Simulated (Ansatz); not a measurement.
**Bands of NaI**

```
CELL_PARAMETERS angstrom
0.00000 3.58138 3.58138
3.58138 0.00000 3.58138
3.58138 3.58138 0.00000
ATOMIC_POSITIONS crystal
Na 0.00000 0.00000 0.00000
I 0.25000 0.25000 0.25000
```

Atoms are numbered in the order listed.

The cell was built from the zincblende type and relaxed in the same program, and has space group F-43m; it needn't be a known or the stable phase.

Method: DFT, PBE, all-electron LAPW, Dirac equation with spin-orbit coupling (Ansatz 0.2.0).

The runs use a Γ-centred 10×10×10 k mesh, Fermi–Dirac smearing of 0.05 eV, basis error target 1 meV/atom, no spin polarisation.

Points in fractions of the reciprocal vectors of this cell: Γ (0, 0, 0), X (-0.5, -0.5, 0), U (-0.375, -0.375, 0.25), K (-0.375, 0, 0.375), L (0, 0, 0.5), W (-0.5, -0.25, 0.25). The path joins them by straight lines in the order Γ–X–U–K–Γ–L–W–X; legs that retrace an earlier one aren't tabulated. Energies are in eV from the top of the valence band.

Problem. Is there a gap, and where are the band edges?

Solution. 3.46 eV, direct at Γ.

Problem. List the levels between -5 and 5 eV at the symmetry points.

Solution. 
Γ: -1.00 (×2), 0.00 (×4), 3.46 (×2)
X: -1.64 (×2), -0.78 (×2), -0.41 (×2), 4.89 (×2)
U: -1.62, -1.54, -0.90, -0.78, -0.46, -0.44
K: -1.62, -1.54, -0.90, -0.78, -0.46, -0.44
L: -1.66 (×2), -0.62 (×2), -0.14 (×2)
W: -1.61, -1.52, -0.89, -0.74, -0.57, -0.54

Kohn–Sham gaps of semilocal functionals usually fall short of measured ones.
